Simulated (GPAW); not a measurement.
The system is CdS (Greenockite).

```
Cd S
1.0
     4.15000    0.00000    0.00000
    -2.07500    3.59401    0.00000
     0.00000    0.00000    6.73700
Cd S
2 2
Direct
  0.66667 0.33333 0.50000
  0.33333 0.66667 0.00000
  0.66667 0.33333 0.87500
  0.33333 0.66667 0.37500
```

- Program: GPAW 26.7.0
- Task: relaxation of cell and atoms
- Functional: BP86
- Dispersion: D3
- Potentials or basis: PAW data sets generated in the run's folder for this functional
- Cutoff: 600 eV
- Basis: pw
- k mesh: 5 × 5 × 3
- Occupations: fermi-dirac, width 0.05 eV
- Spin: no spin polarisation

At the start: pressure -2.2 GPa; volume 25.12 Å³/atom.

Task: How do energy, volume and symmetry change on relaxing?

Result: Over 17 steps the energy falls by 6.2 meV/atom and the volume is 24.25 Å³/atom (-3.4 %); space group P6_3mc (No. 186, to 0.05 Å).

Step by step:
```tsv
step	energy change (eV)	largest force (eV/Å)	pressure (GPa)	volume (Å³)
1	0.0000	0.0639	-2.22	100.48
2	-0.0037	0.0562	-2.07	100.22
3	-0.0099	0.0421	-1.77	99.72
4	-0.0168	0.0207	-1.34	99.01
5	-0.0224	0.0030	-0.79	98.15
6	-0.0247	0.0255	-0.14	97.22
7	-0.0234	0.0327	0.51	96.31
8	-0.0235	0.0319	0.50	96.32
9	-0.0236	0.0301	0.48	96.35
10	-0.0237	0.0263	0.45	96.39
11	-0.0239	0.0223	0.41	96.44
12	-0.0241	0.0177	0.36	96.51
13	-0.0243	0.0128	0.31	96.58
14	-0.0245	0.0077	0.25	96.67
15	-0.0247	0.0023	0.17	96.77
16	-0.0248	0.0041	0.09	96.89
17	-0.0249	0.0083	-0.01	97.02
```

Final structure:
```
Cd S
1.0
     4.09866    0.00000    0.00000
    -2.04933    3.54954    0.00000
     0.00000    0.00000    6.66867
Cd S
2 2
Direct
  0.66667 0.33333 0.49945
  0.33333 0.66667 0.99945
  0.66667 0.33333 0.87555
  0.33333 0.66667 0.37555
```

Caveat: later steps reuse the first step's grids.
